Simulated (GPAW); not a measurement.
Crystal: Cu2O.

```xyz
6
Lattice="4.2600 0.0000 0.0000 0.0000 4.2600 0.0000 0.0000 0.0000 4.2600" Properties=species:S:1:pos:R:3 pbc="T T T"
Cu    1.0650    1.0650    1.0650
Cu    1.0650    3.1950    3.1950
Cu    3.1950    3.1950    1.0650
Cu    3.1950    1.0650    3.1950
O     0.0000    0.0000    0.0000
O     2.1300    2.1300    2.1300
```

Base run:

```yaml
Program: GPAW 26.7.0
Functional: GLLB-SC
Potentials_or_basis: the program's PAW data sets (release 1.2.1) made for this functional
Cutoff: 600 eV
Basis: pw
k_mesh: 6 × 6 × 6
Occupations: fermi-dirac, width 0.05 eV
Spin: no spin polarisation
```

Its results: band gap on the k mesh with the derivative discontinuity 1.08 eV.

Problem. The run is repeated on the same cell with these changes: functional from GLLB-SC to PBE; potentials or basis from the program's PAW data sets (release 1.2.1) made for this functional to GPAW PAW data sets (gpaw-data 1.2.1). What comes out?

Solution. Band gap on the k mesh 0.54 eV, direct.

Caveats: the GLLB-SC gap is the Kohn-Sham gap of the path plus the derivative discontinuity (some runs); a model potential gives levels but no total energy (some runs).
